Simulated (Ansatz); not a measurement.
# 33S NMR of the central transition in FeS2

Cell: a structure deposited in the COD, ions relaxed with PBE at fixed cell.

Space group Pnnm (No. 58); a = 4.4400, b = 5.3900, c = 3.3700 Å.

| site | Wyckoff | site symmetry | x | y | z |
| --- | --- | --- | --- | --- | --- |
| Fe | 2a | ..2/m | 0.0000 | 0.0000 | 0.0000 |
| S | 4g | ..m | 0.2058 | 0.3753 | 0.0000 |

One atom of each set is listed.

Computed with Ansatz: DFT, PBE, plane waves and PAW, scalar-relativistic, collinear spin, 420 eV cutoff, Γ-centred 10×8×13 k-points, Fermi–Dirac smearing 0.05 eV. Start moments as typed (μB): 3 on each Fe, none on the rest.

33S has I = 3/2 and Q = -69.40 mb (Pyykkö 2018); at 16.4 T its Larmor frequency is ν₀ = 53.7 MHz. Only the quadrupole interaction is simulated: positions count from each site's isotropic chemical shift, and shift anisotropy, dipolar and J coupling are left out.

Question: Simulate the second-order pattern (static powder, Gaussian broadening 90 kHz) of site S (3 Fe at 2.22–2.24 Å, 1 S at 2.27 Å).

Answer: The calculation gives C_Q = -22.8 MHz and η = 0.27, so ν_Q = 11.4 MHz and the centre of gravity lies at -4619 ppm (-248 kHz).

(offset (kHz), height): (-1129.1, 0), (-1083.6, 4), (-1038.2, 19), (-992.8, 40), (-947.4, 51), (-902.0, 54), (-856.5, 57), (-811.1, 60), (-765.7, 64), (-720.3, 70), (-674.8, 78), (-629.4, 92), (-584.0, 100), (-538.6, 91), (-493.2, 78), (-447.7, 70), (-402.3, 66), (-356.9, 63), (-311.5, 61), (-266.0, 59), (-220.6, 58), (-175.2, 57), (-129.8, 57), (-84.4, 56), (-38.9, 56), (6.5, 52), (51.9, 47), (97.3, 47), (142.8, 49), (188.2, 53), (233.6, 59), (279.0, 68), (324.4, 85), (369.9, 96), (415.3, 80), (460.7, 60), (506.1, 42), (551.6, 19), (597.0, 4), (642.4, 0)

The structure holds S–S bonds (2.27 Å). At S V_zz points along its one bond to S (within 1°).

With ν_Q/ν₀ up to 0.21, terms beyond second order are no longer negligible.

The start moments die out, and the run ends without spin.
